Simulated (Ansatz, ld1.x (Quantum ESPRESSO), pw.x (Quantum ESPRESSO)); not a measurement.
## Ru: one change to the TM potential, in the atom and in the bcc crystal

* Element: ruthenium
* Generator: ld1.x (Quantum ESPRESSO) 7.5
* Type: norm-conserving Troullier–Martins (Kleinman–Bylander form)
* Functional: PBE
* Relativity: scalar-relativistic
* Frozen core: [Kr]
* Valence charge: 8
* Reference configuration: 4d6 5s0 5p0 (charge +2)
* Partial waves: 5s (bound, empty): rc 2.60 bohr; 5p (bound, empty): rc 2.85 bohr; 4d (bound): rc 1.25 bohr
* Local potential: all-electron potential smoothed inside 2.60 bohr (lloc = -2)
* Core correction: a·sin(br)/r model core inside 0.80 bohr

Change: reference 4d7 5s0.75 5p0.25.

Cutoffs, loose and tight: the cutoffs (Ry, on a coarse ladder) from which the occupation-weighted sum of valence levels, in a spherical-Bessel basis at the reference potential, stays within 10 and 1 mRy of its value at 400 Ry. They do not see the model core or the augmentation charge, which bear on the density cutoff. Test errors are all-electron minus pseudo excitation energies from the reference, over the configurations 4d7 5s1 5p0; 4d7 5s0 5p0; 4d5 5s0 5p0; 4d7 5s0.5 5p0; 4d6 5s1 5p0; 4d6 5s2 5p0; 4d8 5s0 5p0; variants that change the core or the reference have their own tests.

Crystal test: bcc Ru in pw.x 7.5, no spin, 15³ k-points, Fermi–Dirac smearing 0.01 Ry, cutoffs set for each file from its atomic test. The reference is all-electron LAPW (Ansatz 0.2.0) with the same functional, mesh and smearing; V0 and B0 come from Birch–Murnaghan fits to the pressures at five volumes. Errors are pseudo minus all-electron; Δ is the rms difference of the E(V) curves that follow from these fits, minima aligned, over ±6 % about the mean V0. Mesh and smearing are coarse, so the numbers serve the comparison and aren't converged zero-temperature values; the lattice is a test structure that the element need not adopt.

All-electron: a0 = 3.056 Å (V0 = 14.28 Å³/atom), B0 = 274.2 GPa.

Q: Does the change bring the crystal closer to the all-electron result?

A: The mean pressure error goes from +6.93 to +8.91 GPa, so the change moves the solid further from the all-electron pressures.

```tsv
quantity	base	changed
outcome (atom)	generated	generated
cutoff, loose (atom)	60 Ry	60 Ry
cutoff, tight (atom)	80 Ry	80 Ry
bound ghosts (atom)	none	none
largest test error (meV) (atom)	-283	-531
cutoffs in pw.x (Ry)	100/400	100/400
a0 (Å)	3.080	3.088
a0 error (%)	+0.77	+1.02
B0 error (%)	-0.6	-4.2
Δ (meV/atom)	20.1	26.1
mean pressure error (GPa)	+6.93	+8.91
```

Base: The largest radius (2.85 bohr) exceeds half the bond length (2.50 bohr), so the spheres overlap, which is one possible source of error among others. This is a poor potential for the solid. Changed file: The largest radius (2.85 bohr) exceeds half the bond length (2.50 bohr), so the spheres overlap, which is one possible source of error among others. This is a poor potential for the solid. The atomic cutoffs weigh occupied waves only.
